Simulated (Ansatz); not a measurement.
# AgI: the cost of one run

Program: Ansatz 0.2.0. Level of theory: reference: DFT, HSE06, plane waves, PAW. These are calculated values, not measurements.

1 further run of the same task is left out (it didn't finish).

## (1) Starting point

The structure is hexagonal, space group P6_3mc (No. 186). Conventional cell: a = 4.651 Å, b = 4.651 Å, c = 7.599 Å, α = 90.00°, β = 90.00°, γ = 120.00°. Around Ag (site symmetry 3m) lie 4 I at 2.85 Å. Around I (site symmetry 3m) lie 4 Ag at 2.85 Å.

As a file:

```cif
data_structure
_symmetry_space_group_name_H-M 'P6_3mc'
_symmetry_Int_Tables_number 186
_cell_length_a 4.6509
_cell_length_b 4.6509
_cell_length_c 7.5993
_cell_angle_alpha 90.000
_cell_angle_beta 90.000
_cell_angle_gamma 120.000
_cell_volume 142.36
loop_
_atom_site_label
_atom_site_type_symbol
_atom_site_symmetry_multiplicity
_atom_site_Wyckoff_symbol
_atom_site_fract_x
_atom_site_fract_y
_atom_site_fract_z
_atom_site_occupancy
Ag1 Ag 2 b 0.33333 0.66667 0.00000 1
I1 I 2 b 0.33333 0.66667 0.37500 1
```

## (2) The reference run

Input file input.yaml:

```yaml
crystal:
  lattice:
    - [4.6508717364, 0.0, 0.0]
    - [-2.3254358682, 4.0277730735, 0.0]
    - [0.0, 0.0, 7.5992966317]
  atoms:
    - { symbol: Ag, position: [0.3333333333, 0.6666666667, 4.8555e-06] }
    - { symbol: Ag, position: [0.6666666667, 0.3333333333, 0.5000048555] }
    - { symbol: I, position: [0.3333333333, 0.6666666667, 0.3749951445] }
    - { symbol: I, position: [0.6666666667, 0.3333333333, 0.8749951445] }
kpoints:
  mp_grid: { grid: [6, 6, 2] }
hamiltonian:
  xc: hse06
scf:
  occupations: { method: fixed }
  n_extra_bands: 5
output:
  forces: true
  stress: true
  eigenvalues: true
```

Command:

```
> ansatz run input.yaml --threads 4 --pin off --max-ram 3686MiB --backend cpu --events-out ev --progress --plain --runs-dir out
```

**Question.** How long does this run take on 4 threads of Arm Neoverse N1, shared host, and how much memory does it need?

About 77 s, with a peak of 2.6 GiB.
